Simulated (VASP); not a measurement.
Here is a VASP 6.6.1 calculation.

Contents of INCAR:

```
SYSTEM = W
ALGO = Normal ; EDIFF = 1E-7
EDIFFG = -0.002 ; ENCUT = 520
IBRION = 2 ; ISIF = 3
ISMEAR = 0 ; LASPH = .True.
LCHARG = .False. ; LREAL = .False.
LWAVE = .False. ; NELM = 100
NSW = 80 ; PREC = Accurate
SIGMA = 0.1
```

File KPOINTS:

```
k-points
0
Gamma
  18 18 18
  0 0 0
```

Contents of POSCAR:

```
W
1.0
   -1.5823450000      1.5823450000      1.5823450000
    1.5823450000     -1.5823450000      1.5823450000
    1.5823450000      1.5823450000     -1.5823450000
W
1
Direct
    0.0000000000      0.0000000000      0.0000000000
```

Potentials or basis: VASP PAW LDA potentials, release 64 (W_sv).

Run with:

```console
$ cat potpaw_LDA.64/W_sv/POTCAR > POTCAR
$ mpirun -np 1 vasp_std > vasp.out
```

**Question.** What does it give for the space group after relaxing (to 0.05 Å)?

**Answer.** Im-3m (No. 229).

**Question.** Estimate the band gap on the k mesh.

**Answer.** None (metal or under the smearing width).

**Question.** What does it give for the relaxed volume?

**Answer.** 15.51 Å³/atom.

**Question.** Estimate the relaxed cell.

**Answer.** a = 2.721 Å, b = 2.721 Å, c = 2.721 Å, α = 109.47°, β = 109.47°, γ = 109.47°.

Step by step:
```
step  energy change (eV)  largest force (eV/Å)  pressure (GPa)  volume (Å³)
   1              0.0000                0.0000           -6.99        15.85
   2              0.1025                0.0000           31.60        14.31
   3             -0.0075                0.0000           -0.26        15.52
   4             -0.0075                0.0000           -0.05        15.51
   5             -0.0075                0.0000            0.11        15.50
   6             -0.0075                0.0000           -0.31        15.52
   7             -0.0075                0.0000            0.00        15.51
```

Spin-orbit coupling is left out, which matters for the levels of W. Zero-point motion and thermal expansion aren't in these numbers.
